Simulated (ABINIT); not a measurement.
Al in ABINIT: convergence with nband

Crystal: Al.

```xyz
1
Lattice="0.0479 1.9691 2.0269 2.0433 -0.0084 2.0831 2.0406 2.0227 -0.0057" Properties=species:S:1:pos:R:3 pbc="T T T"
Al    0.0167    0.0547   -0.0153
```

The cell isn't the ideal one: cell strained at random at fixed volume.

| Quantity | Value |
| --- | --- |
| Program | ABINIT 10.8.3 (patched build) |
| Task | single point |
| Functional | LDA |
| Potentials or basis | JTH PAW LDA v2.0 |
| Cutoff | 408 eV |
| k mesh | 11 × 11 × 11 |
| Occupations | methfessel-paxton, width 0.1 eV |
| Spin | no spin polarisation |

These are the settings of the first run; the series varies nband, with any setting tied to it.

Hardware: 1 thread of Arm Neoverse V1 (shared host).

```tsv
nband	energy less the tightest run (meV/atom)	SCF cycles	CPU time (s)	peak memory (GiB)
3	0.00	6	9.2	0.09
4	0.00	6	12	0.1
5	0.00	6	14	0.1
6	0.00	7	19	0.1
7	0.00	7	22	0.11
10	0.00	7	31	0.12
16	0.00	7	50	0.14
```

Against the tightest run, the energy stays within 1 meV/atom from 3 on. The tightest run that finished is the yardstick and may itself not be fully converged.
